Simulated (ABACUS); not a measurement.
Wanted: the native input for an ABACUS 3.10.1 run.

- Task: single point
- Functional: PBE
- Potentials or basis: PseudoDojo NC SR 0.4.1 PBE standard
- Cutoff: 1143 eV
- Density cutoff: 4572 eV
- Basis: plane waves
- k mesh: 8 × 8 × 8
- Occupations: fermi-dirac, width 0.05 eV
- Spin: no spin polarisation
- Radial cutoff of the potentials (pseudo_rcut): 10 bohr
- SCF threshold on the density: 1e-08
- Max SCF steps: 100
- Eigensolver: dav
- Mixing: broyden
- Mixing share: 0.7
- Symmetry key: 1
- Bands: 12

Crystal: KF.

```xyz
2
Lattice="3.2590 0.0000 0.0000 0.0000 3.2590 0.0000 0.0000 0.0000 3.2590" Properties=species:S:1:pos:R:3 pbc="T T T"
K     0.0000    0.0000    0.0000
F     1.6295    1.6295    1.6295
```

The cell comes from a database or a generator and needn't be the stable form of this composition.

One way to write it, as run:

INPUT

```
INPUT_PARAMETERS
suffix              KF
calculation         scf
basis_type          pw
pseudo_dir          ./
symmetry            1
dft_functional      pbe
ecutwfc             84
pseudo_rcut         10
nspin               1
nbands              12
ks_solver           dav
smearing_method     fd
smearing_sigma      0.00367493
scf_thr             1e-08
scf_nmax            100
mixing_type         broyden
mixing_beta         0.7
cal_force           1
cal_stress          1
out_chg             1
out_pot             2
out_elf             1
```

STRU

```
ATOMIC_SPECIES
K 39.0983 K.upf
F 18.9984 F.upf

LATTICE_CONSTANT
1.8897261246

LATTICE_VECTORS
3.2589550000 0.0000000000 0.0000000000
0.0000000000 3.2589550000 0.0000000000
0.0000000000 0.0000000000 3.2589550000

ATOMIC_POSITIONS
Direct

K
0.0
1
0.0000000000 0.0000000000 0.0000000000 1 1 1

F
0.0
1
0.5000000000 0.5000000000 0.5000000000 1 1 1
```

KPT

```
K_POINTS
0
Gamma
8 8 8 0 0 0
```

Potentials or basis: PseudoDojo NC SR 0.4.1 PBE standard, plane waves.

Launch:

```bash
$ OMP_NUM_THREADS=1 mpirun -np 4 abacus > log
```

Results of the run:

```
Pressure               : -0.1 GPa
Band gap on the k mesh : 6.29 eV, indirect (least direct gap 6.34 eV)
```

Run time: 5.4 s on 4 MPI ranks on Intel(R) Xeon(R) Platinum 8488C (Sapphire Rapids), on a shared host, peak memory 0.24 GiB a rank.
